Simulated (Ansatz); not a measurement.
**Kick test of a cell of Li**

The cell was found from a structure generator's guess, not taken from experiment.

Level of theory: DFT PBE, scalar-relativistic, plane waves, PAW in Ansatz 0.2.0. Cutoff 420 eV; k points 18×18×6 on the computed 3-atom cell (Γ-centred); Gaussian smearing, width 0.10 eV; no spin polarisation.

The cell below (3 atoms, space group P-6m2 (No. 187)) is relaxed within its symmetry.

```
Li
1.0
     3.00558    0.00000    0.00000
    -1.50279    2.60291    0.00000
     0.00000    0.00000    7.79298
Li
3
Direct
  0.66667 0.33333 0.67698
  0.66667 0.33333 0.32302
  0.00000 0.00000 0.00000
```

For the test a repeat of it with 6 atoms (edges 3.01, 5.21, 7.79 Å) was strained at random (σ = 1.5 % a component), the atoms were moved at random (σ = 0.10 Å), and all was relaxed again on a coarse 8×4×4 mesh (in the run’s order of axes) with 0.20 eV smearing, with no symmetry imposed.

**Question.** Is the structure stable against such a distortion?

**Answer.** It doesn't return. The energy falls by 24 meV/atom on that mesh, the volume changes by -0.4 %, and the end has space group C2/m (No. 12) at a loose tolerance. Relaxed again on an 18×18×6 mesh with 0.10 eV smearing, the new structure lies 24 meV/atom below the first (mesh in the axes of the run's cell; the cell below is made exact in the group named). Space group C2/m (No. 12), monoclinic, a = 5.290 Å, b = 3.051 Å, c = 7.697 Å, β = 102.6°. Li on a site of symmetry m has 12 Li at 3.04–3.08 Å; Li on a site of symmetry 2/m is surrounded by 12 Li at 3.04–3.07 Å.

```xyz
3
Lattice="2.6452 -1.5256 0.0000 2.6452 1.5256 0.0000 -1.6741 0.0000 7.5129" Properties=species:S:1:pos:R:3 pbc="T T T"
Li    0.9129    0.0000    2.5027
Li    2.6452    0.0000    0.0000
Li    2.7034    0.0000    5.0102
```
